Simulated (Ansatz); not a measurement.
Computed with Ansatz 0.2.0, DFT PBE, scalar-relativistic, plane waves, PAW. Settings: cutoff 420 eV, Γ-centred meshes spaced at most about 0.3 Å⁻¹, and about 0.25 Å⁻¹ or finer for metals (2π included), Gaussian smearing. No spin polarisation.

These are static total energies at zero pressure.

Two forms of ZrSi2 were relaxed alike.

A.

```xyz
3
Lattice="-1.6434 1.6434 4.5867 1.6434 -1.6434 4.5867 1.6434 1.6434 -4.5867" Properties=species:S:1:pos:R:3 pbc="T T T"
Zr    0.0000    0.0000    4.5867
Si    0.0000    0.0000    1.7417
Si    0.0000    0.0000    7.4318
```

B.

```xyz
6
Lattice="-1.8199 1.8199 7.8140 1.8199 -1.8199 7.8140 1.8199 1.8199 -7.8140" Properties=species:S:1:pos:R:3 pbc="T T T"
Zr    0.0000    0.0000    0.0000
Zr    0.0000    1.8199    3.9070
Si    0.0000    0.0000    6.5930
Si    1.8199    0.0000    2.6860
Si    1.8199    0.0000    5.1281
Si    0.0000    0.0000    9.0351
```

Problem. Which is lower in energy, and by how much?

Solution. A is lower, by 58 meV/atom. A has the MoSi2 (C11b) type, space group I4/mmm (No. 139), 16.5 Å³/atom and no gap on its mesh; B has the ThSi2 type, space group I4_1/amd (No. 141), 17.3 Å³/atom and no gap. Counting Si atoms around Zr (those within 1.25 times the shortest such distance or 1.15 times the sum of covalent radii; a plus sign parts nearer from farther groups), A has Zr 10 and B has Zr 8+4. B holds Si–Si bonds in all directions (shortest 2.34 Å); in A the shortest Si–Si distance is 2.57 Å, near bonding range too. The denser one is the lower, and pressure would at first widen the difference. In A, Zr is surrounded by 10 Si at 2.85–2.90 Å and 4 Zr at 3.29 Å; Si is surrounded by 4 Si at 2.57 Å and 5 Zr at 2.85–2.90 Å. In B, around Zr lie 8 Si at 2.85 Å, 4 Si at 3.24 Å and 4 Zr at 3.64 Å; around Si lie 3 Si at 2.34–2.44 Å, 4 Zr at 2.85 Å and 2 Zr at 3.24 Å. Both come from invented guesses. The lowest form computed isn't among them: it has space group Cmcm (No. 63), 16.8 Å³/atom, is reached from a cell as deposited in COD and lies 273 meV/atom below the best shown.

Cells relaxed within their symmetry can be saddle points. Some candidate types were left out of the draw beforehand, so a known form may be missing.
